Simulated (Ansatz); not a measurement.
Ansatz input

```yaml
crystal:
  lattice:
    - [2.8211680475, 1.6288021316, 4.0745521899]
    - [-2.8211680475, 1.6288021316, 4.0745521899]
    - [0.0, -3.2576042633, 4.0745521898]
  atoms:
    - { symbol: Hg, position: [0.0, 0.0, 1.0] }
hamiltonian:
  xc: revpbe
  pseudopotentials:
    kind: paw
    azcp:
      Hg: "pseudopotentials/Hg.paw.azcp"
basis:
  ecutwfc: 420
  fft_grid_basis: typed
kpoints:
  mp_grid: { grid: [11, 11, 11], shift: [0, 0, 0] }
magnetization:
  spin_polarized: false
scf:
  occupations: { method: fermi_dirac, width: 0.1 }
output:
  stress: true
```

Terminal output

```
Engine: ansatz 0.2.0, x86_64-unknown-linux-gnu
Pseudopotentials: kind: paw
Pseudopotential: Hg, paw, valence charge 20, recommended cutoff 420 eV (normal) 
Functional definition: revPBE
  parameter kappa = 1.245
  parameter beta = 0.06672455060314922
  exchange = pbe_x(kappa = kappa, mu = beta*pi^2/3)
  correlation = pbe_c(beta = beta)
Crystal: 1 atoms, lattice volume = 112.338 Å³
Basis set: ecut = 420 eV, 2197 PW (Γ)
Bands: 14, of which v1, the nominal top of the filled ones, is band 10 counted from 1 (9 counted from 0)
Symmetry: 12 space group operations
Space group: R-3m (ITA 166), of the structure as read, at distance tolerance 4.8e-5 Å
k-points: 146 of 1331
Non-local potential: Hg, projectors of the file, l = 0: 3, l = 1: 2, l = 2: 2, l = 3: 1
PAW form: soft (Blöchl's): semilocal exchange-correlation on the pseudo side does not see the compensation charge
PAW frozen core: Hg, regenerated for the run's functional, and the local potential with it (the file was generated under x = pbe(κ = 0.804, μ = 0.2195149727645171), c = pbe(β = 0.06672455060314922))
PAW one-centre angular grid: Hg, 590 points (default); XC on 64 Gauss nodes
Initial density: superposition of atomic densities (neutral atoms: chi_scale 0, normalization atom), corrected by the library's trained network
Initial wavefunctions: pseudopotential atomic-orbital guess
Functional: x = revpbe(κ = 1.245, μ = 0.2195149727645171), c = pbe(β = 0.06672455060314922)
SCF iter   1: F=—  HF=-13824.037810 eV  |F-HF|=—  |Δ(HF+E_count)|=         —  Δρ=7.01e-4  dr2=9.54e-4  ethr=1.77e-3  ⟨swp⟩=4.4  Hψ=10263  notcnv=0
SCF iter   2: F=—  HF=-13824.037739 eV  |F-HF|=—  |Δ(HF+E_count)|=   7.09e-5  Δρ=3.24e-4  dr2=6.61e-5  ethr=4.77e-6  ⟨swp⟩=2.2  Hψ=4397  notcnv=0
SCF iter   3: F=—  HF=-13824.037725 eV  |F-HF|=—  |Δ(HF+E_count)|=   1.34e-5  Δρ=9.23e-5  dr2=7.28e-6  ethr=3.30e-7  ⟨swp⟩=2.2  Hψ=3465  notcnv=0
iter 4 did not close the SCF: its close was put off for the readings that it lacked (scf_convergence_deferred on its scf_iter line)
SCF iter   4: F=-13824.037729 eV  HF=-13824.037728 eV  |F-HF|=1.50e-7  |Δ(HF+E_count)|=   3.14e-6  Δρ=1.51e-5  dr2=9.23e-8  ethr=3.64e-8  ⟨swp⟩=3.0  Hψ=3392  notcnv=0
iter 5 did not close the SCF: its close was put off for the readings that it lacked (scf_convergence_deferred on its scf_iter line)
SCF iter   5: F=-13824.037729 eV  HF=-13824.037729 eV  |F-HF|=1.34e-9  |Δ(HF+E_count)|=   1.70e-7  Δρ=9.20e-7  dr2=3.80e-10  ethr=4.62e-10  ⟨swp⟩=2.6  Hψ=3389  notcnv=0
SCF iter   6: F=-13824.037729 eV  HF=-13824.037729 eV  |F-HF|=1.46e-11  |Δ(HF+E_count)|=   1.48e-9  Δρ=2.14e-7  dr2=3.44e-11  ethr=1.90e-12  ⟨swp⟩=1.0  Hψ=5691  notcnv=0
SCF 1 converged in 6 iterations: F = -13824.037729 eV  dr2 = 3.44e-11
SCF converged after 6 iterations
Free energy (F): -13824.037729 eV
Harris-Foulkes:  -13824.037729 eV  (|F-HF|=1.46e-11)
Internal energy: -13824.037729 eV  (E = F + TS)
E sigma→0 (E₀):  -13824.037729 eV
Fermi energy:    -0.254135 eV
--- Per-component energies (eV) ---
  E_band       = -666.258517
  E_kinetic    = 605.876013
  E_local      = -4571.194266  (includes V_loc(G=0)·N_el)
  E_nonlocal   = 72.556353
  E_hartree    = 1966.948124
  E_xc         = -220.364519
  E_vxc        = -261.151729  (∫ρ·V_xc dr)
  E_paw        = -9956.957344  (= ΣΔE_a)
  E_vpaw       = -446.241613  (= ΣTr[D̂ρ^β])
  E_aug_tail   = 0.000944  (compensation charges beyond the density's cutoff)
  E_ewald      = -1720.861214
  E_core_change = -0.041818  (= ΣΔE_core)
  E_smearing   = -0.000000  (= −TS)
  E_closure    = 0.000000  (closes the sum)
  Σ components = -13824.037729   (vs F -13824.037729, Δ=0.00e0)
--- Stress (GPa, compression-positive) ---
        0.034201       0.000000       0.000000
        0.000000       0.034201      -0.000000
        0.000000      -0.000000       0.048477
  P = ⅓ Tr σ = 0.0390 GPa (0.390 kbar)
```
